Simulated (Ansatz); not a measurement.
# MoS2 (P6_3/mmc) in Ansatz: settings compared, part 2 of 2

Ansatz 0.2.0.

### Step 3. Single point, PBE

The input, input.yaml:

```yaml
crystal:
  lattice:
    - [3.169, 0.0, 0.0]
    - [-1.5845, 2.7444345046, 0.0]
    - [0.0, 0.0, 12.324]
  atoms:
    - { symbol: Mo, position: [0.6666666667, 0.3333333333, 0.75] }
    - { symbol: Mo, position: [0.3333333333, 0.6666666667, 0.25] }
    - { symbol: S, position: [0.6666666667, 0.3333333333, 0.377] }
    - { symbol: S, position: [0.3333333333, 0.6666666667, 0.877] }
    - { symbol: S, position: [0.6666666667, 0.3333333333, 0.123] }
    - { symbol: S, position: [0.3333333333, 0.6666666667, 0.623] }
hamiltonian:
  xc: pbe
  pseudopotentials: { kind: paw }
kpoints:
  mp_grid: { grid: [10, 10, 3] }
scf:
  occupations: { method: fermi_dirac, width: 0.05 }
basis:
  ecutwfc: "300 eV"
output:
  forces: true
  stress: true
  eigenvalues: true
```

Potentials or basis: Ansatz PAW.

The run is started by

```sh
> ansatz run input.yaml --threads 2 --pin off --max-ram 5120MiB --backend cpu --events-out ev --progress --plain --runs-dir out
```

What it wrote:

```text
Warning: basis.ecutwfc = 300 eV is below the records' recommended 420 eV, and the density's cutoff is lower with it unless basis.ecutrho_ratio is high enough to keep the records' density cutoff: compare with a run at a higher cutoff
Warning: RAYON_NUM_THREADS=2 ignored (pool sized by the plan → 2); use --threads N
Engine: ansatz 0.2.0, aarch64-unknown-linux-gnu
Pseudopotentials: kind: paw
Pseudopotential: Mo, paw, valence charge 14, recommended cutoff 420 eV (normal), Mo.paw.azcp
Pseudopotential: S, paw, valence charge 6, recommended cutoff 420 eV (normal), S.paw.azcp
Functional definition: PBE
  parameter kappa = 0.804
  parameter beta = 0.06672455060314922
  exchange = pbe_x(kappa = kappa, mu = beta*pi^2/3)
  correlation = pbe_c(beta = beta)
Crystal: 6 atoms, lattice volume = 107.183 Å³
Basis set: ecut = 300 eV, 1277 PW (Γ), exchange–correlation on 36×36×144 points (8 copies of the dense FFT grid, shifted against one another)
Bands: 32, of which v1, the nominal top of the filled ones, is band 26 counted from 1 (25 counted from 0)
Symmetry: 24 space group operations
Space group: P63/mmc (ITA 194), of the structure as read, at distance tolerance 4.8e-5 Å
k-points: 28 of 300
Non-local potential: Mo, projectors of the file, l = 0: 3, l = 1: 2, l = 2: 2, l = 3: 1
Non-local potential: S, projectors of the file, l = 0: 2, l = 1: 2, l = 2: 2
PAW form: soft (Blöchl's): semilocal exchange-correlation on the pseudo side does not see the compensation charge
PAW one-centre angular grid: Mo, 590 points (default); XC on 64 Gauss nodes
PAW one-centre angular grid: S, 110 points (default); XC on 64 Gauss nodes
Initial density: superposition of atomic densities (neutral atoms: chi_scale 0, normalization atom), corrected by the library's trained network
Initial wavefunctions: pseudopotential atomic-orbital guess
Functional: x = pbe(κ = 0.804, μ = 0.2195149727645171), c = pbe(β = 0.06672455060314922)
SCF iter   1: F=—  HF=-13525.370475 eV  |F-HF|=—  |Δ(HF+E_count)|=         —  Δρ=6.06e-3  dr2=1.03e-2  ethr=1.77e-3  ⟨swp⟩=6.5  Hψ=3832  notcnv=0
preconditioner: auto → Resta (q_TF=auto, 2.418 Å⁻¹)  ε∞=8.7  [insulator: Δε(μ)=0.932 eV  Ē_g=7.758 eV  σ=0.050 eV  W_gap=1.00  n_scr=26 (ndim 8)  ℏωp=21.5 eV  f_vac=0.017  D(μ)=0.00/eV (n_scr^D=0)  ε∞_Penn≈8.7]
SCF iter   2: F=—  HF=-13525.378490 eV  |F-HF|=—  |Δ(HF+E_count)|=   8.02e-3  Δρ=3.39e-3  dr2=2.89e-3  ethr=1.97e-5  ⟨swp⟩=2.1  Hψ=1677  notcnv=0
SCF iter   3: F=—  HF=-13525.383168 eV  |F-HF|=—  |Δ(HF+E_count)|=   4.68e-3  Δρ=1.09e-3  dr2=1.78e-3  ethr=5.57e-6  ⟨swp⟩=2.0  Hψ=1291  notcnv=0
SCF iter   4: F=—  HF=-13525.383242 eV  |F-HF|=—  |Δ(HF+E_count)|=   7.39e-5  Δρ=1.20e-4  dr2=1.54e-5  ethr=3.42e-6  ⟨swp⟩=2.2  Hψ=1152  notcnv=0
SCF iter   5: F=—  HF=-13525.382809 eV  |F-HF|=—  |Δ(HF+E_count)|=   4.34e-4  Δρ=2.74e-5  dr2=7.57e-7  ethr=2.95e-8  ⟨swp⟩=2.1  Hψ=1315  notcnv=0
SCF iter   6: F=-13525.382809 eV  HF=-13525.382809 eV  |F-HF|=2.22e-8  |Δ(HF+E_count)|=   3.02e-7  Δρ=8.42e-6  dr2=9.21e-8  ethr=1.92e-10  ⟨swp⟩=5.6  Hψ=3781  notcnv=0
SCF 1 converged in 6 iterations: F = -13525.382809 eV  dr2 = 9.21e-8
SCF converged after 6 iterations
Free energy (F): -13525.382809 eV
Harris-Foulkes:  -13525.382809 eV  (|F-HF|=2.22e-8)
Internal energy: -13525.382807 eV  (E = F + TS)
E sigma→0 (E₀):  -13525.382808 eV
Entropy (-TS):   -0.000002 eV (-0.000 meV/atom)
Fermi energy:    11.307882 eV
--- Per-component energies (eV) ---
  E_band       = -312.850782
  E_kinetic    = 1312.193111
  E_local      = -3922.302772  (includes V_loc(G=0)·N_el)
  E_nonlocal   = 398.056402
  E_hartree    = 1508.062796
  E_xc         = -757.161465
  E_vxc        = -810.252852  (∫ρ·V_xc dr)
  E_paw        = -8803.014765  (= ΣΔE_a)
  E_vpaw       = -306.661567  (= ΣTr[D̂ρ^β])
  E_aug_tail   = 0.000333  (compensation charges beyond the density's cutoff)
  E_ewald      = -3261.216446
  E_smearing   = -0.000002  (= −TS)
  E_closure    = -0.000000  (closes the sum)
  Σ components = -13525.382809   (vs F -13525.382809, Δ=0.00e0)
--- Forces (eV/Å), atoms counted from 1 ---
  atom   1  Mo     0.00000000     0.00000000     0.00000000
  atom   2  Mo    -0.00000000    -0.00000000     0.00000000
  atom   3  S     -0.00000000    -0.00000000    -0.04697946
  atom   4  S     -0.00000000     0.00000000    -0.04697946
  atom   5  S      0.00000000    -0.00000000     0.04697946
  atom   6  S      0.00000000     0.00000000     0.04697946
  max |Σ_I F_I| component: 1.16e-17 eV/Å
--- Stress (GPa, compression-positive) ---
        2.081310       0.000000      -0.000000
        0.000000       2.081310      -0.000000
        0.000000      -0.000000       2.469966
  P = ⅓ Tr σ = 2.2109 GPa (22.109 kbar)
--- Band table (eV; the first three rows and the last of 28) ---
  k-point 0: bands = ["-50.6607", "-50.6607", "-24.7899", "-24.7875", "-24.5691", "-24.5691", "-24.5681", "-24.5681", "-4.0547", "-3.7877", "-2.8444", "-2.3998", "4.0406", "5.0724", "7.4112", "7.6241", "7.6241", "7.6365", "7.6365", "8.7219", "8.7219", "8.7662", "8.7662", "9.7139", "9.7551", "10.8955", "12.9995", "12.9995", "13.0219", "13.0219", "13.1614", "13.1614"]
  k-point 1: bands = ["-50.6607", "-50.6607", "-24.7901", "-24.7892", "-24.5690", "-24.5690", "-24.5687", "-24.5687", "-4.0018", "-3.8720", "-2.7184", "-2.5005", "4.2455", "4.7404", "7.6268", "7.6268", "7.6331", "7.6331", "7.8885", "8.7312", "8.7312", "8.7542", "8.7542", "8.8208", "10.4072", "10.7807", "12.9978", "12.9978", "13.0070", "13.0070", "13.2117", "13.2117"]
  k-point 2: bands = ["-50.6569", "-50.6569", "-24.7824", "-24.7810", "-24.6067", "-24.6062", "-24.5774", "-24.5770", "-3.9053", "-3.6390", "-2.7716", "-2.3484", "4.2108", "5.2380", "7.1236", "7.2932", "7.3192", "7.7746", "7.7963", "8.2017", "8.4858", "8.5370", "8.8654", "9.7630", "9.8682", "10.6028", "12.8379", "12.8663", "12.9137", "12.9821", "13.0441", "13.1837"]
  k-point 27: bands = ["-50.6169", "-50.6169", "-24.8758", "-24.8757", "-24.7908", "-24.7907", "-24.7025", "-24.7024", "-1.7981", "-1.7757", "-1.7086", "-1.6864", "4.8069", "4.8829", "5.2890", "5.3670", "6.3123", "6.3753", "6.5496", "6.6490", "7.2496", "7.4220", "8.0755", "8.2710", "10.0498", "10.1264", "12.0612", "12.0972", "13.0018", "13.4157", "13.6522", "13.6917"]
```

Wall time 1.6 s (2 threads of Arm Neoverse V1, shared host); peak memory 0.35 GiB.

Results:

```yaml
Free_energy: -13525.3828 eV
Pressure: 2.2 GPa
Largest_force: 0.047 eV/Å
Band_gap_on_the_k_mesh: 0.93 eV, indirect (least direct gap 1.87 eV)
```

Forces in eV/Å, atoms in the order of the input:
```
Mo   0.000  0.000  0.000
Mo   0.000  0.000  0.000
S    0.000  0.000 -0.047
S    0.000  0.000 -0.047
S    0.000  0.000  0.047
S    0.000  0.000  0.047
```

Stress tensor (GPa, compression positive):
```
2.08 0.00 0.00
0.00 2.08 0.00
0.00 0.00 2.47
```

Levels at points of the mesh, in eV from the valence-band top:
```csv
k point,band 23,band 24,band 25,band 26,band 27,band 28,band 29,band 30
"(0.00, 0.00, 0.00)",-2.13,-1.18,-1.14,0.00,2.10,2.10,2.13,2.13
"(0.00, -0.50, 0.00)",-1.73,-1.53,-1.40,-1.27,1.60,1.65,2.00,2.26
```

Caveat: odd divisions of the mesh miss points on the zone boundary, where band edges often lie, so the gap on the mesh can be too wide; the pressure holds a Pulay correction of +2.4 GPa for the finite cutoff; this functional lacks dispersion, which binds the layers, so the pressure and a relaxed spacing across them are unreliable; the cutoff lies under the one recommended for these potentials.

### Step 4. How close it comes

Step 2. Against the measured gap of MoS2, 1.3 eV (indirect; 300 K; “Multiwavelength excitation Raman Scattering Analysis of bulk and 2 dimensional MoS2: Vibrational properties of atomically thin MoS2 layers”, 2015, arxiv:1506.03228), the calculated 1.58 eV is off by +0.28 eV. Spin-orbit coupling on Mo is left out. The value is that of HISS on a finite k mesh, which can miss the band edges, without temperature or zero-point motion.

Step 3. The gap isn't set beside the deposited one, since this odd mesh misses points on the zone boundary.
